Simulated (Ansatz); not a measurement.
# AgI: the cost of one run

Computed with Ansatz 0.2.0 (DFT PBE, scalar-relativistic, plane waves, PAW, unless a step's input says otherwise).

The COD entry's cell or inner coordinates are ideal or old and differ from later refinements, so a difference from it is no clean test against experiment.

2 further runs of the same task are left out: 2 set aside as unsound or not needed.

## Step 1: Starting point

The structure is cubic, space group F-43m (No. 216). The conventional cell has a = 6.473 Å, b = 6.473 Å, c = 6.473 Å, α = 90.00°, β = 90.00°, γ = 90.00°. Ag (site symmetry -43m) is surrounded by 4 I at 2.80 Å. I (site symmetry -43m) is surrounded by 4 Ag at 2.80 Å.

Structure file:

```
CELL_PARAMETERS angstrom
0.00000 3.23650 3.23650
3.23650 0.00000 3.23650
3.23650 3.23650 0.00000
ATOMIC_POSITIONS crystal
Ag 0.00000 0.00000 0.00000
I 0.75000 0.75000 0.75000
```

The cell is the deposited one, not relaxed. An earlier run on this cell at PBE gave 2.23 GPa at 33.902 Å³/atom (10×10×10 mesh), gap on the mesh 1.34 eV.

## Step 2: Bands on a fine mesh

Contents of input.yaml:

```yaml
crystal:
  lattice:
    - [0.0, 3.23649942, 3.23649942]
    - [3.23649942, 0.0, 3.23649942]
    - [3.23649942, 3.23649942, 0.0]
  atoms:
    - { symbol: Ag, position: [0.0, 0.0, 0.0] }
    - { symbol: I, position: [0.75, 0.75, 0.75] }
basis:
  ecutwfc: 420
  ecutrho_ratio: 4
kpoints:
  mp_grid: { grid: [10, 10, 10] }
hamiltonian:
  xc: pbe
scf:
  occupations: { method: gaussian, width: 0.05 }
output:
  forces: true
  stress: true
  eigenvalues: true
  eigenstates:
    nscf_kmesh: { grid: [16, 16, 16] }
    de_dk: true
    e_range: [-2.5, 3.839478172701]
  write_density: true
  write_potential: true
  elf: true
  volumetric_format: npy
```

Launch:

```
ansatz run input.yaml --threads 4 --pin off --max-ram 9216MiB --backend cpu --events-out ev --progress --plain --runs-dir out
```

What time and memory should one allow on 4 threads of Intel Xeon at 2.70GHz, shared host?

About 7.3 s, with a peak of 0.47 GiB.
